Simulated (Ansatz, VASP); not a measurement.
**Two plane-wave programs on HPb4**

```
H Pb
1.0
     5.09041    0.00000    0.00000
     0.00000    5.09041    0.00000
     0.00000    0.00000    5.09041
H Pb
1 4
Direct
  0.50000 0.50000 0.50000
  0.00000 0.00000 0.00000
  0.50000 0.50000 0.00000
  0.50000 0.00000 0.50000
  0.00000 0.50000 0.50000
```

Change from the starting cell: species swapped into the Mn4N type (Pm-3m, No. 221).

Alike in both runs: functional PBE; k mesh 8 × 8 × 8; occupations gaussian, width 0.1 eV; no spin polarisation.

Ansatz relaxed the structure, and its values are those at the end. VASP's run is a single point on that final structure, the one shown.

|  | VASP | Ansatz |
| --- | --- | --- |
| version | VASP 6.6.1 | Ansatz 0.2.0 |
| potentials or method | VASP PAW PBE potentials, release 64 (H, Pb_d) | scalar-relativistic, plane waves, PAW |
| plane-wave cutoff (eV) | 520 | 420 |
| valence electrons in the cell | 57 | 57 |

Ansatz gave:

| Item | Value |
| --- | --- |
| gap on the k mesh at the Fermi level (eV) | none |
| pressure (GPa) | 0.0 |

**Question.** Estimate VASP's values.

**Answer.** gap on the k mesh at the Fermi level (eV): none; pressure (GPa): -0.1.

A gap of «none» marks a metal or a gap that the smearing closes. The functional is the same, so the differences come from potentials, cutoffs and numerics.

The runs have no spin-orbit coupling, so splittings on Pb are missing.
